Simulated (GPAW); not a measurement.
A run of GPAW 26.7.0 is set up as follows.

File run.py:

```python
from ase.dft.bandgap import bandgap
from ase.io import read, write
from gpaw import GPAW, PW

atoms = read('POSCAR')

calc = GPAW(mode=PW(800),
            xc='TB09',
            kpts={'size': (6, 6, 4), 'gamma': True},
            occupations={'name': 'fermi-dirac', 'width': 0.05},
            nbands=33,
            convergence={'density': 1e-05, 'energy': 1e-05},
            eigensolver='cg',
            maxiter=150,
            txt='gpaw.txt')
atoms.calc = calc
energy = atoms.get_potential_energy()
calc.write('gs.gpw')
write('result.traj', atoms)
print('Fermi level:', round(calc.get_fermi_level(), 4), 'eV')
print(f'Gap: {bandgap(calc)[0]:.4f} eV, direct: {bandgap(calc, direct=True)[0]:.4f} eV')
```

POSCAR

```
CuO
1.0
    3.1795331014      0.0000000000      0.0000000000
   -1.5897665507      2.7535564380      0.0000000000
    0.0000000000      0.0000000000      4.4314907300
Cu O
2 2
Direct
    0.0000000000      0.0000000000      0.0000000000
    0.0000000000      0.0000000000      0.5000000000
    0.3333333333      0.6666666667      0.2500000000
    0.6666666667      0.3333333333      0.7500000000
```

Potentials or basis: GPAW PAW data sets for LDA (gpaw-data 1.2.1), pw.

The run is started by

```sh
$ OMP_NUM_THREADS=1 python run.py
```

(1) Predict the band gap on the k mesh.

## Answers

(1) none (metal or under the smearing width).

Caveat: the k mesh is coarse (spacing up to 0.38 Å⁻¹), so the values aren't converged; a model potential gives levels but no total energy; the run has no spin polarisation, though such a crystal can be magnetic; semilocal functionals often make such compounds metallic where correlation or magnetic order opens a gap, which also shifts bond lengths.
